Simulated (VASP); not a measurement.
# WC (Qusongite) (P-6m2) in VASP: further runs

Aim: see how the results for WC (Qusongite) move with the level of theory and the settings. Levels: r2SCAN, LDA. Tasks: relaxation of cell and atoms.

All numbers are computed with VASP 6.6.1; they aren't measurements. Logs are shortened: lines on timing, memory, paths and dates and some standing lists are left out, and cuts for length are marked.

## Step 1: Starting point

Symmetry: P-6m2, No. 187, hexagonal system. The conventional cell has a = 2.907 Å, b = 2.907 Å, c = 2.837 Å, α = 90.00°, β = 90.00°, γ = 120.00°. W (site symmetry -6m2) has 6 C at 2.20 Å as nearest neighbours. C (site symmetry -6m2) is surrounded by 6 W at 2.20 Å.

## Step 2: Relaxation of cell and atoms, r2SCAN

The input, INCAR:

```
ALGO     = Normal         # electronic algorithm
EDIFF    = 1E-6           # SCF threshold, eV
EDIFFG   = -0.01          # ionic threshold
ENCUT    = 600            # plane-wave cutoff, eV
IBRION   = 2              # ionic algorithm
ISIF     = 3              # what is computed and relaxed
ISMEAR   = 1              # smearing method
LASPH    = True           # aspherical terms in the spheres
LCHARG   = False          # write CHGCAR
LMIXTAU  = True         
LREAL    = False          # projectors in reciprocal space
LWAVE    = False          # write WAVECAR
METAGGA  = R2SCAN         # meta-GGA
NELM     = 80             # most SCF steps
NSW      = 90             # ionic steps
PREC     = Accurate       # precision mode
SIGMA    = 0.1            # smearing width, eV
```

The input, KPOINTS:

```
k-points
0
Gamma
  15 15 13
```

The input, POSCAR:

```
WC
1.0
    2.9065000000      0.0000000000      0.0000000000
   -1.4532500000      2.5171028361      0.0000000000
    0.0000000000      0.0000000000      2.8366000000
W C
1 1
Direct
    0.0000000000      0.0000000000      0.0000000000
    0.6666666667      0.3333333333      0.5000000000
```

Potentials or basis: VASP PAW PBE potentials, release 64 (W_sv, C).

On the command line:

```bash
$ cat potpaw_PBE.64/W_sv/POTCAR potpaw_PBE.64/C/POTCAR > POTCAR
$ mpirun -np 1 vasp_std > vasp.out
```

OUTCAR:

```text
EDIFF = 1E-6
   EDIFFG = -0.01
   ENCUT = 600
   IBRION = 2
   ISIF = 3
   ISMEAR = 1
   LASPH = True
   LREAL = False
   METAGGA = R2SCAN
   NELM = 80
   NSW = 90
   PREC = Accurate

 ion  position               nearest neighbor table
   1  0.000  0.000  0.000-   2 2.20   2 2.20   2 2.20   2 2.20   2 2.20   2 2.20
   2  0.667  0.333  0.500-   1 2.20   1 2.20   1 2.20   1 2.20   1 2.20   1 2.20

  LATTYP: Found a hexagonal cell.
 ALAT       =     2.9065000000
 C/A-ratio  =     0.9759504559

  Lattice vectors:

 A1 = (   2.9065000000,   0.0000000000,   0.0000000000)
 A2 = (  -1.4532500000,   2.5171028361,   0.0000000000)
 A3 = (   0.0000000000,   0.0000000000,   2.8366000000)

Analysis of symmetry for initial positions (statically):
=====================================================================
 Subroutine PRICEL returns:
 Original cell was already a primitive cell.

 Routine SETGRP: Setting up the symmetry group for a
 hexagonal supercell.

 Subroutine GETGRP returns: Found 12 space group operations
 (whereof 12 operations were pure point group operations)
 out of a pool of 24 trial point group operations.

The static configuration has the point symmetry D_3h.

Analysis of symmetry for dynamics (positions and initial velocities):
=====================================================================
 Subroutine PRICEL returns:
 Original cell was already a primitive cell.

 Routine SETGRP: Setting up the symmetry group for a
 hexagonal supercell.

 Subroutine GETGRP returns: Found 12 space group operations
 (whereof 12 operations were pure point group operations)
 out of a pool of 24 trial point group operations.

The dynamic configuration has the point symmetry D_3h.

 Subroutine INISYM returns: Found 12 space group operations
 (whereof 12 operations are pure point group operations),
 and found     1 'primitive' translations

----------------------------------------------------------------------------------------

                                     Primitive cell

  volume of cell :      20.7525

  direct lattice vectors                    reciprocal lattice vectors
     2.906500000  0.000000000  0.000000000     0.344056425  0.198641070  0.000000000
    -1.453250000  2.517102836  0.000000000     0.000000000  0.397282139  0.000000000
     0.000000000  0.000000000  2.836600000     0.000000000  0.000000000  0.352534725

  length of vectors
     2.906500000  2.906500000  2.836600000     0.397282139  0.397282139  0.352534725

  position of ions in fractional coordinates (direct lattice)
     0.000000000  0.000000000  0.000000000
     0.666666667  0.333333333  0.500000000

[... 103 lines left out ...]
   AEXX    =    0.0000 exact exchange contribution
   IVDW    =     0    specifies the selected vdW correction
   LEPSILON=     F    determine dielectric tensor
   LRPA    =     F    only Hartree local field effects (RPA)
 conjugate gradient relaxation of ions
 non-spin polarized calculation
 Methfessel and Paxton  Order N= 1 SIGMA  =   0.10
  energy-cutoff  :      600.00
  volume of cell :       20.75
 maximum number of plane-waves:       704
 NGX is ok and might be reduce to    24
   NGX = 11   NGY = 11   NGZ = 11

--------------------------------------- Ionic step        1  -------------------------------------------

 number of electron      18.0000000 magnetization

 Free energy of the ion-electron system (eV)
  ---------------------------------------------------
  ext. energy  EPLUGINS =         0.00000000
  ---------------------------------------------------
  free energy    TOTEN  =       -61.61328966 eV

  energy without entropy =      -61.61338874  energy(sigma->0) =      -61.61332269

------------------------ aborting loop because EDIFF is reached ----------------------------------------

  FORCE on cell =-STRESS in cart. coord.  units (eV):
  Direction    XX          YY          ZZ          XY          YZ          ZX
  --------------------------------------------------------------------------------------
  -------------------------------------------------------------------------------------
  Total        0.4606060      0.4606060      0.3159247     -0.0000000     -0.0000000      0.0000000
  in kB       35.5607370     35.5607370     24.3907326     -0.0000000     -0.0000000      0.0000000
  external PRESSURE =      31.8374022 kB  Pullay stress =       0.0000000 kB
[... 167 lines left out ...]
--------------------------------------- Ionic step        6  -------------------------------------------

 number of electron      18.0000000 magnetization

 Free energy of the ion-electron system (eV)
  ---------------------------------------------------
  ext. energy  EPLUGINS =         0.00000000
  ---------------------------------------------------
  free energy    TOTEN  =       -61.61502089 eV

  energy without entropy =      -61.61509663  energy(sigma->0) =      -61.61504614

 E-fermi :  10.8325     XC(G=0): -14.9183

 val. band max:       10.8089524406   @ k =   0.0667   0.0667   0.3846
 cond. band min:      10.8709405228   @ k =   0.4667   0.0667   0.4615
 fundamental gap:      0.0619880823
 Fermi energy:        10.8324583729

 k-point     1 :       0.0000    0.0000    0.0000
  band No.  band energies     occupation
      1     -65.1109      2.00000
      2     -28.4120      2.00000
      3     -28.3173      2.00000
      4     -28.3173      2.00000
      5      -4.3277      2.00000
      6       6.4092      2.00000
      7       7.3879      2.00000
      8       7.3879      2.00000
      9      10.9724     -0.06360
     10      14.2360      0.00000
     11      14.2360      0.00000
     12      16.7786      0.00000
     13      16.7786      0.00000
[... 354 lines left out ...]
  band No.  band energies     occupation
      1     -65.0434      2.00000
      2     -29.0553      2.00000
      3     -28.6975      2.00000
      4     -28.2890      2.00000
      5      -0.5008      2.00000
      6       3.8290      2.00000
      7       6.6757      2.00000
      8       7.2631      2.00000
      9      10.8733      0.36850
     10      12.0814     -0.00000
     11      13.8510      0.00000
     12      15.0626      0.00000
     13      19.7702      0.00000

 [... further k-points ...]

------------------------ aborting loop because EDIFF is reached ----------------------------------------

  FORCE on cell =-STRESS in cart. coord.  units (eV):
  Direction    XX          YY          ZZ          XY          YZ          ZX
  --------------------------------------------------------------------------------------
  -------------------------------------------------------------------------------------
  Total        0.0063722      0.0063722      0.0052596      0.0000000     -0.0000000      0.0000000
  in kB        0.4881153      0.4881153      0.4028906      0.0000000     -0.0000000      0.0000000
  external PRESSURE =       0.4597071 kB  Pullay stress =       0.0000000 kB
[... 17 lines left out ...]
  FREE ENERGIE OF THE ION-ELECTRON SYSTEM (eV)
  ---------------------------------------------------
  free  energy   TOTEN  =       -61.6150208934 eV

  energy  without entropy=      -61.6150966281  energy(sigma->0) =      -61.61504614

 reached required accuracy - stopping structural energy minimisation
```

OSZICAR:

```text
N       E                     dE             d eps       ncg     rms          rms(c)
DAV:   1     0.821597453496E+02    0.82160E+02   -0.11022E+04  4914   0.175E+03
DAV:   2    -0.642946868804E+02   -0.14645E+03   -0.14268E+03  5584   0.421E+02
DAV:   3    -0.687011715098E+02   -0.44065E+01   -0.43680E+01  5987   0.667E+01
[... 58 lines left out ...]
DAV:   2    -0.616150486997E+02    0.11106E-03   -0.23896E-04  5199   0.163E-01    0.336E-02
DAV:   3    -0.616150194084E+02    0.29291E-04   -0.64521E-05  5184   0.867E-02    0.965E-03
DAV:   4    -0.616150222445E+02   -0.28361E-05   -0.73930E-06  5594   0.280E-02    0.426E-03
DAV:   5    -0.616150190021E+02    0.32424E-05   -0.30774E-06  4929   0.220E-02    0.263E-03
DAV:   6    -0.616150216024E+02   -0.26003E-05   -0.66781E-07  2472   0.105E-02    0.958E-04
DAV:   7    -0.616150208934E+02    0.70898E-06   -0.10381E-07  2467   0.417E-03
   6 F= -.61615021E+02 E0= -.61615046E+02  d E =-.469679E-04
```

It took 6.4 min on 1 thread of Intel Xeon Platinum 8375C at 2.90GHz (Ice Lake), shared host; peak memory 0.21 GiB.

Results:

* Free energy: -61.6150 eV
* Relaxed volume: 10.46 Å³/atom
* Relaxed cell: a = 2.916 Å, b = 2.916 Å, c = 2.840 Å, α = 90.00°, β = 90.00°, γ = 120.00°
* Space group after relaxing (to 0.05 Å): P-6m2 (No. 187)
* Energy gained by relaxing: 0.9 meV/atom
* Ionic steps: 6
* Pressure after relaxing: 0.0 GPa
* Band gap on the k mesh: none (metal or under the smearing width)

Step by step:
```csv
step,energy change (eV),largest force (eV/Å),pressure (GPa),volume (Å³)
1,0.0000,0.0000,3.18,20.75
2,0.0105,0.0000,-8.34,21.38
3,-0.0017,0.0000,-0.09,20.92
4,-0.0017,0.0000,-0.07,20.92
5,-0.0017,0.0000,0.12,20.91
6,-0.0017,0.0000,0.05,20.92
```

Final structure:
```
W C
1.0
     2.91615    0.00000    0.00000
    -1.45808    2.52546    0.00000
     0.00000    0.00000    2.84005
W C
1 1
Direct
  0.00000 0.00000 0.00000
  0.66667 0.33333 0.50000
```

Levels at points of the mesh, in eV from the Fermi level:
```csv
k point,band 5,band 6,band 7,band 8,band 9,band 10,band 11,band 12,band 13
"(0.00, 0.00, 0.00)",-15.16,-4.42,-3.44,-3.44,0.14,3.40,3.40,5.95,5.95
```

Caveat: the PAW data sets were made with another functional, which shifts forces and pressure a little.

## Step 3: Relaxation of cell and atoms, r2SCAN

This run uses another cell than the first one, of 10.46 Å³/atom, 1.008 times its volume.

INCAR: that of step 2 with these lines changed.

```diff
@@ -1,4 +1,4 @@
 ALGO     = Normal         # electronic algorithm
-EDIFF    = 1E-6           # SCF threshold, eV
-EDIFFG   = -0.01          # ionic threshold
+EDIFF    = 1E-7           # SCF threshold, eV
+EDIFFG   = -0.005         # ionic threshold
 ENCUT    = 600            # plane-wave cutoff, eV
```

KPOINTS is that of step 2.

The input, POSCAR:

```
WC                                      
1.0
    2.9161513407     -0.0000000000      0.0000000000
   -1.4580756704      2.5254611423     -0.0000000000
    0.0000000000      0.0000000000      2.8400539197
  W               C             
     1     1
Direct
     0.0000000000000000    0.0000000000000000    0.0000000000000000
     0.6666666667000030    0.3333333332999970    0.5000000000000000
```

Potentials or basis: VASP PAW PBE potentials, release 64 (W_sv, C).

On the command line:

```bash
$ cat potpaw_PBE.64/W_sv/POTCAR potpaw_PBE.64/C/POTCAR > POTCAR
$ mpirun -np 1 vasp_std > vasp.out
```

Wall time 2.2 min (1 thread of Intel Xeon Platinum 8375C at 2.90GHz (Ice Lake), shared host); peak memory 0.2 GiB.

It converged, with:

```
Free energy             : -61.6153 eV
Pressure after relaxing : 0.0 GPa
Band gap on the k mesh  : none (metal or under the smearing width)
```

Final structure:
```
W C
1.0
     2.91615    0.00000    0.00000
    -1.45808    2.52546    0.00000
     0.00000    0.00000    2.84005
W C
1 1
Direct
  0.00000 0.00000 0.00000
  0.66667 0.33333 0.50000
```

Levels at points of the mesh, in eV from the Fermi level:
```csv
k point,band 5,band 6,band 7,band 8,band 9,band 10,band 11,band 12,band 13
"(0.00, 0.00, 0.00)",-15.16,-4.42,-3.44,-3.44,0.14,3.40,3.40,5.95,5.95
```

Caveat: the relaxation stopped at its first step, so nothing moved; the PAW data sets were made with another functional, which shifts forces and pressure a little.

(Continued in part 2 of 2.)
